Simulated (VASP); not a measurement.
Write the native input for VASP 6.6.1 that does the following.

| Property | Result |
| --- | --- |
| Task | relaxation of cell and atoms |
| Functional | AM05 |
| Potentials or basis | VASP PAW PBE potentials, release 64 (Ru_pv) |
| Cutoff | 600 eV |
| k mesh | 15 × 15 × 9 |
| Occupations | methfessel-paxton, width 0.1 eV |
| Spin | no spin polarisation |
| Further INCAR settings | ALGO = Normal; EDIFF = 1e-07; IBRION = 2; EDIFFG = -0.005; NSW = 90; ISIF = 3 |

The structure of Ru lies in POSCAR:

```
Ru                                      
1.0
    2.6823567283     -0.0000000000     -0.0000000000
   -1.3411783642      2.3229890688      0.0000000000
    0.0000000000     -0.0000000000      4.2472477137
  Ru            
     2
Direct
     0.3333333332999970    0.6666666667000030    0.2500000000000000
     0.6666666667000030    0.3333333332999970    0.7500000000000000
```

One way to write it, as run:

INCAR

```
SYSTEM = Ru
ALGO = Normal
EDIFF = 1E-7
EDIFFG = -0.005
ENCUT = 600
GGA = AM
IBRION = 2
ISIF = 3
ISMEAR = 1
LASPH = .TRUE.
LCHARG = .FALSE.
LREAL = .FALSE.
LWAVE = .FALSE.
NELM = 80
NSW = 90
PREC = Accurate
SIGMA = 0.1
```

KPOINTS

```
k-points
0
G
  15 15 9
  0 0 0
```

Potentials or basis: VASP PAW PBE potentials, release 64 (Ru_pv).

The run is started by

```console
$ cat potpaw_PBE.64/Ru_pv/POTCAR > POTCAR
$ mpirun -np 1 vasp_std > vasp.out
```

It gave:

```json
{"Relaxed volume": "13.23 Å³/atom", "Relaxed cell": "a = 2.682 Å, b = 2.682 Å, c = 4.247 Å, α = 90.00°, β = 90.00°, γ = 120.00°", "Space group after relaxing (to 0.05 Å)": "P6_3/mmc (No. 194)", "Energy gained by relaxing": "0.0 meV/atom", "Ionic steps": "3", "Pressure after relaxing": "0.0 GPa", "Band gap on the k mesh": "none (metal or under the smearing width)"}
```

Caveat: the PAW data sets were made with another functional, which shifts forces and pressure a little.

Run time: 56 s on 1 thread of Intel(R) Xeon(R) 6975P-C (Granite Rapids), with other jobs on the host, peak memory 0.2 GiB.
